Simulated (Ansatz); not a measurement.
# Replacing Cd in CdS

Method: PBE, scalar-relativistic; spin polarisation where moments were expected; PAW, 420 eV, Gaussian smearing of 0.05 eV; code Ansatz.

CdS was relaxed to zero pressure in the COD cell structure.

The structure is hexagonal, space group P6_3mc (No. 186). The conventional cell has a = 4.197 Å, b = 4.197 Å, c = 6.828 Å, α = 90.00°, β = 90.00°, γ = 120.00°. Cd (site symmetry 3m) has 4 S at 2.57 Å as nearest neighbours. S (site symmetry 3m) is surrounded by 4 Cd at 2.57 Å. Neighbours are those within 15 % of a site's shortest distance, so a longer bond may be listed from one end only.

Results for CdS: a (Å) 4.197, c (Å) 6.828, V (Å³/atom) 26.04, shortest unlike bond (Å) 2.57, gap (eV) 1.11, B0 (GPa) 53, E_f (eV/atom) -0.66.

Problem. All Cd is replaced by Zn and the cell relaxed again in the same space group. What comes out?

Solution. ZnS: a (Å) 3.846, c (Å) 6.304, V (Å³/atom) 20.18, shortest unlike bond (Å) 2.36, gap (eV) 2.08, B0 (GPa) 69, E_f (eV/atom) -0.82.

The volume changes by −22.5 %, or −8.1 % in mean length, and the shortest unlike bond by -0.21 Å. The bulk modulus goes from 53.2 to 69.2 GPa, as V^−1.0: with like bonding the larger cell is the softer. The formation energy moves by -0.16 eV/atom, so ZnS is the more strongly bound against its own elements.

Gaps are (generalised) Kohn–Sham gaps. E_f is the formation energy from the elements run alike, at 0 K, without zero-point energy or dispersion between the molecules, chains or layers of the solid elements; it is good to about 0.01 eV/atom as a calculation.

All runs used the PAW datasets of the set soft_2.
